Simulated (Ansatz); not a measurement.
Crystal: TiSi2.

```
CELL_PARAMETERS angstrom
4.37464 0.00000 0.00000
-2.18732 3.78855 0.00000
0.00000 0.00000 2.56101
ATOMIC_POSITIONS crystal
Ti 0.00000 0.00000 0.00000
Si 0.33333 0.66667 0.50000
Si 0.66667 0.33333 0.50000
```

The cell was built by a generator and needn't be a form met in nature.

Base run:

* Program: Ansatz 0.2.0
* Functional: PBE
* Potentials or basis: Ansatz PAW
* Cutoff: 420 eV (not typed: the program's choice for these potentials)
* k mesh: 7 × 7 × 10
* Occupations: fermi-dirac, width 0.05 eV
* Spin: no spin polarisation

Its results: band gap on the k mesh none (metal or under the smearing width); pressure -0.2 GPa.

Q: After a change of settings the same cell gave: band gap on the k mesh none (metal or under the smearing width); pressure -1.4 GPa. Which change was it?
A. hubbard terms from none to Ti d U = 6 eV; hubbard projectors from none to ortho-atomic (the default)
B. functional from PBE to PBEsol; hubbard terms from none to Ti d U = 1 eV; hubbard projectors from none to ortho-atomic (the default)
C. k mesh from 7 × 7 × 10 to 3 × 3 × 4

A: C.

Caveats: some runs use coarse meshes.
